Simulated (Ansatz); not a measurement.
Take a crystal in which Pt has been replaced by Os on all its sites, with the cell rescaled by a rough guess (in some cases also distorted within its space group) and nothing relaxed:

```
Os
1.0
     0.00000    2.12637    2.12637
     2.12637    0.00000    2.12637
     2.12637    2.12637    0.00000
Os
1
Cartesian
  0.0000 0.0000 0.0000
```

Computed with DFT PBE, scalar-relativistic, plane waves, PAW (Ansatz).

Settings: cutoff 420 eV, Γ-centred mesh 16×16×16 on the computed 1-atom cell, Gaussian smearing of 0.10 eV; no spin polarisation.

(1) Will this cell want to expand or contract, and how hard?

(2) Is it a metal on this mesh?

Spin-orbit coupling is left out, which matters for the bands of heavy elements.

Results:

(1) The pressure is -55.4 GPa (positive in compression), so the cell would contract.

(2) Yes, a band crosses the Fermi level.

This fcc form isn't the element's structure at ambient conditions.